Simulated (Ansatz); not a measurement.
**BaTiO3 under changes of volume**

One of the cells (12.856 Å³/atom); the others are scaled copies at fixed shape and fractional positions:

```
CELL_PARAMETERS angstrom
3.99980 0.00000 0.00000
0.00000 3.99980 0.00000
0.00000 0.00000 4.01800
ATOMIC_POSITIONS crystal
Ba 0.00000 0.00000 0.00000
Ti 0.50000 0.50000 0.49000
O 0.00000 0.50000 0.51700
O 0.50000 0.00000 0.51700
O 0.50000 0.50000 0.01900
```

- Program: Ansatz 0.2.0
- Functional: BPBE
- Potentials or basis: Ansatz PAW
- Cutoff: 420 eV (not typed: the program's choice for these potentials)
- k mesh: 7 × 7 × 7
- Occupations: fermi-dirac, width 0.05 eV
- Spin: no spin polarisation

| volume (Å³/atom) | energy over the lowest point (meV/atom) | pressure (GPa) | gap on the mesh (eV) | largest force (eV/Å) |
| --- | --- | --- | --- | --- |
| 12.085 | 37.90 | 14.1 | 2.07 | 0.155 |
| 12.342 | 18.86 | 9.7 | 2.03 | 0.089 |
| 12.599 | 6.68 | 5.6 | 1.98 | 0.190 |
| 12.856 | 0.58 | 2.0 | 1.93 | 0.317 |
| 13.113 | 0.00 | -1.2 | 1.89 | 0.436 |
| 13.371 | ? | ? | ? | ? |
| 13.628 | 13.13 | -6.7 | 1.80 | 0.651 |

Problem. What does the run at 13.371 Å³/atom give?

Solution. Energy over the lowest point 4.36 meV/atom; pressure -4.1 GPa; gap on the mesh 1.84 eV; largest force 0.547 eV/Å.

Worked out: A Birch-Murnaghan fit of order 3 (a polynomial in V^(-2/3)) to the other rows has its minimum at 13.01 Å³/atom with B0 = V·E''(V) = 162 GPa and B' = 4.5 at fixed shape and positions, which overstates the stiffness. It gives 4.36 meV/atom at 13.371 Å³/atom, against the run's 4.36, and -dE/dV = -4.1 GPa, against -4.1. A straight line through the other rows of the gap, of slope -2.27 eV per unit of ln V, gives 1.84 eV, against the run's 1.84.

Energies are extrapolated to zero smearing.

Caveats: odd divisions of the mesh miss points on the zone boundary, where band edges often lie, so the gap on the mesh can be too wide; spin-orbit coupling is left out, which moves the levels of the heavy elements; the PAW data sets come from PBE, with cores solved anew for the run's functional, which leaves a small shift of forces and pressure.

A mesh can miss the band edges.
